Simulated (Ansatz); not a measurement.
Wanted: the native input for an Ansatz 0.2.0 run.

```yaml
Task: single point
Functional: PBE
Potentials_or_basis: Ansatz PAW
Cutoff: "420 eV (not typed: the program's choice for these potentials)"
k_mesh: 9 × 9 × 9
Occupations: gaussian, width 0.027 eV
Spin: no spin polarisation
```

SrO:

```xyz
2
Lattice="0.0000 2.5663 2.5663 2.5663 0.0000 2.5663 2.5663 2.5663 0.0000" Properties=species:S:1:pos:R:3 pbc="T T T"
Sr    2.5663    2.5663    2.5663
O     0.0000    0.0000    0.0000
```

These files were run (other wordings do the same):

input.yaml

```yaml
crystal:
  lattice:
    - [0.0, 2.5663, 2.5663]
    - [2.5663, 0.0, 2.5663]
    - [2.5663, 2.5663, 0.0]
  atoms:
    - { symbol: Sr, position: [0.5, 0.5, 0.5] }
    - { symbol: O, position: [0.0, 0.0, 0.0] }
hamiltonian:
  xc: pbe
  pseudopotentials: { kind: paw }
kpoints:
  mp_grid: { grid: [9, 9, 9] }
scf:
  occupations: { method: gaussian, width: 0.027 }
output:
  forces: true
  stress: true
  eigenvalues: true
```

Potentials or basis: Ansatz PAW.

Command:

```sh
$ ansatz run input.yaml --threads 2 --pin off --max-ram 5632MiB --backend cpu --events-out ev --progress --plain --runs-dir out
```

Results of the run:

```json
{
  "Pressure": "3.3 GPa",
  "Band gap on the k mesh": "3.37 eV, indirect (least direct gap 3.45 eV)"
}
```

Caveat: odd divisions of the mesh miss points on the zone boundary, where band edges often lie, so the gap on the mesh can be too wide; the pressure holds a Pulay correction of +0.4 GPa for the finite cutoff.

Run time: 0.47 s on 2 threads of Arm Neoverse V2, with other jobs on the host, peak memory 0.27 GiB.
